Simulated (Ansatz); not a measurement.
**CaO: a single-point run**

Wanted: a converged single-point run for CaO, and a check of what comes out. The structure is shown as the input types it. The cell is built on a prototype (CsCl type) and needn't be the phase found in nature.

Computed with Ansatz 0.2.0 (density functional or hybrid calculation with the settings of its input, plane waves (as first typed), unless a step's input says otherwise).

5 further runs of the same task are left out: 1 for a known fault of the program, 4 that didn't finish.

## 1. The system as given

The structure is cubic, space group Pm-3m (No. 221). The conventional cell has a = 2.903 Å, b = 2.903 Å, c = 2.903 Å, α = 90.00°, β = 90.00°, γ = 90.00°. Around Ca (site symmetry m-3m) lie 8 O at 2.51 Å. O (site symmetry m-3m) has 8 Ca at 2.51 Å as nearest neighbours.

Coordinates:

```
Ca O
1.0
     2.90321    0.00000    0.00000
     0.00000    2.90321    0.00000
     0.00000    0.00000    2.90321
Ca O
1 1
Direct
  0.00000 0.00000 0.00000
  0.50000 0.50000 0.50000
```

## 2. The run

Input file input.yaml:

```yaml
crystal:
  lattice:
    - [2.9032089648, 0.0, 0.0]
    - [0.0, 2.9032089648, 0.0]
    - [0.0, 0.0, 2.9032089648]
  atoms:
    - { symbol: Ca, position: [0.0, 0.0, 0.0] }
    - { symbol: O, position: [0.5, 0.5, 0.5] }
kpoints:
  mp_grid: { grid: [6, 6, 6] }
hamiltonian:
  xc: pbe
scf:
  occupations: { method: fixed }
  n_extra_bands: 4
  max_iter: 55
output:
  forces: true
  stress: true
  eigenvalues: true
basis:
  ecutwfc: 160
```

On the command line:

```console
> ansatz run input.yaml --threads 4 --pin off --max-ram 3686MiB --backend cpu --events-out ev --progress --plain --runs-dir out
```

What happens when this is run?

The run converged and reported no error, with warnings (cutoff below recommended). It gives a pressure of -17 GPa, which is large.

The suspect setting: basis.ecutwfc is 160. The cutoff lies far under what these potentials need. The potentials' recommended cutoff is 420 eV.

To check: delete basis.ecutwfc (the default then holds).
